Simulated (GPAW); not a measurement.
Runs of GPAW 26.7.0 on PtSe2 (Sudovikovite). It takes space group P-3m1 (No. 164, trigonal). The conventional cell has a = 3.724 Å, b = 3.724 Å, c = 5.062 Å, α = 90.00°, β = 90.00°, γ = 120.00°. Pt (site symmetry -3m) has 6 Se at 2.49 Å as nearest neighbours. Se (site symmetry 3m) is surrounded by 3 Pt at 2.49 Å. 

| task | level | potentials or basis | spin | cell | eigensolver | band path | band points | spin axis theta (degrees) | spin axis phi (degrees) | gap on the mesh (eV) | pressure (GPa) | relaxed volume (Å³/atom) | largest force (eV/Å) |
| --- | --- | --- | --- | --- | --- | --- | --- | --- | --- | --- | --- | --- | --- |
| band structure | revTPSS | GPAW PAW data sets (gpaw-data 1.2.1), pw | SOC, no magnetisation | as given | davidson | GMKGALHA,LM,KH | 60 | 0 | 0 | - | (b) | - | 0.42 |
| relaxation of cell and atoms | AM05 | PAW data sets generated in the run's folder for this functional, pw | off | relaxed | - | - | - | - | - | none | -0.1 | 20.41 | 0.02 |
| relaxation of cell and atoms | RPBE+D4 | the program's PAW data sets (release 1.2.1) made for this functional, pw | off | relaxed | - | - | - | - | - | none | 0.0 | 19.20 | 0.01 |
| band structure | revPBE | the program's PAW data sets (release 1.2.1) made for this functional, pw | SOC, no magnetisation | as given | - | GMKGALHA,LM,KH | 60 | 0 | 0 | - | 9.3 | - | 0.66 |
| band structure | optB88-vdW | GPAW PAW data sets (gpaw-data 1.2.1), pw | SOC, no magnetisation | as given | - | GMKGALHA,LM,KH | 60 | 0 | 0 | - | - | - | (a) |

Alike in all rows: k mesh 6 × 6 × 4; cutoff (eV) 600; smearing fermi-dirac 0.05 eV.

Question: Fill in the values left out.

Answer: (a) 1.06; (b) 3.7.

Caveats: spin-orbit coupling was added after a scalar SCF, so levels and gaps hold it while energy, forces, pressure and moments don't (some runs); this program's spin-orbit splittings come out too wide for heavy elements (some runs); the PAW data sets were made with another functional, which shifts forces and pressure a little (some runs); later steps reuse the first step's grids (some runs); pairwise dispersion overbinds metals, which lowers pressure and volume (some runs).

A k mesh can miss the band edges, and rows without SOC leave out spin-orbit coupling on Pt, Se.

A gap of «none» marks a metal or a gap under the smearing width.

Runs at the PBE level aren't shown here.
